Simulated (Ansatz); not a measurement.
# Phosphorus, dhcp under RPBE: ground state and equation of state

Aim: take phosphorus in the dhcp structure, relax it, solve it on a dense k-mesh, then scale the cell to 7 volumes from 88 to 112 % of the relaxed one and try a fit of the equation of state. Spin polarisation is left out. The k-meshes are 13×13×4 for the relaxation; 18×18×5 for the dense run; 15×15×4 for the volumes.

Computed with Ansatz 0.2.0 (DFT RPBE, plane waves (420 eV) with PAW, scalar-relativistic; the PAW data stem from PBE, with regenerated cores, unless a step says otherwise).

## Step 1: The system as given

Symmetry: P6_3/mmc, No. 194, hexagonal system. The conventional cell has a = 2.782 Å, b = 2.782 Å, c = 9.086 Å, α = 90.00°, β = 90.00°, γ = 120.00°. Around P (site symmetry -3m) lie 12 P at 2.78 Å. Around P (site symmetry -6m2) lie 12 P at 2.78 Å.

As a file:

```
CELL_PARAMETERS angstrom
2.78186 0.00000 0.00000
-1.39093 2.40916 0.00000
0.00000 0.00000 9.08555
ATOMIC_POSITIONS crystal
P 0.00000 0.00000 0.00000
P 0.00000 0.00000 0.50000
P 0.33333 0.66667 0.25000
P 0.66667 0.33333 0.75000
```

## Step 2: Relaxation of the cell

Contents of input.yaml:

```yaml
crystal:
  lattice:
    - [2.78185738, 0.0, 0.0]
    - [-1.39092869, 2.4091591608, 0.0]
    - [0.0, 0.0, 9.0855462031]
  atoms:
    - { symbol: P, position: [0.0, 0.0, 0.0] }
    - { symbol: P, position: [0.0, 0.0, 0.5] }
    - { symbol: P, position: [0.3333333333, 0.6666666667, 0.25] }
    - { symbol: P, position: [0.6666666667, 0.3333333333, 0.75] }
hamiltonian:
  xc: rpbe
  pseudopotentials:
    kind: paw
    azcp:
      P: "pseudopotentials/P.paw.azcp"
basis:
  ecutwfc: 420
  fft_grid_basis: typed
kpoints:
  mp_grid: { grid: [13, 13, 4], shift: [0, 0, 0] }
magnetization:
  spin_polarized: false
scf:
  occupations: { method: fermi_dirac, width: 0.1 }
relax:
  max_steps: 60
  f_tol: 0.01
  cell: {}
output:
  write_density: true
  write_potential: true
  elf: true
  volumetric_format: npy
```

The runs that follow: Single point on a dense mesh; Equation of state: 88 %; Equation of state: 92 %; Equation of state: 96 %; Equation of state: 100 %; Equation of state: 104 %; Equation of state: 108 %; Equation of state: 112 %.

Before running it: what results should come out? Wanted: space group; conventional cell; volume; shortest distance; gap on the mesh; relative to black phosphorus; V₀, B₀, B₀′.

As calculated:

```
                      quantity                                   value
space group (spins left aside)                      P6_3/mmc (No. 194)
             conventional cell  a = 2.640 Å, c = 9.917 Å (c/a = 3.757)
                        volume                          14.961 Å³/atom
             shortest distance                                 2.640 Å
               gap on the mesh            none (levels filled in part)
  relative to black phosphorus                           +904 meV/atom
                   V₀, B₀, B₀′             14.911 Å³/atom, 87 GPa, 4.0
```

The relaxation shrank the cell by 1.7 % in volume. It lies 904 meV/atom above the element's reference form at the same level (black phosphorus, from a run of its own). No gap shows: it is a metal or semimetal at this level. The fitted modulus is 87 GPa; letting shape and positions relax at each volume could only lower it. Relaxation kept the symmetry; phonons were not checked.
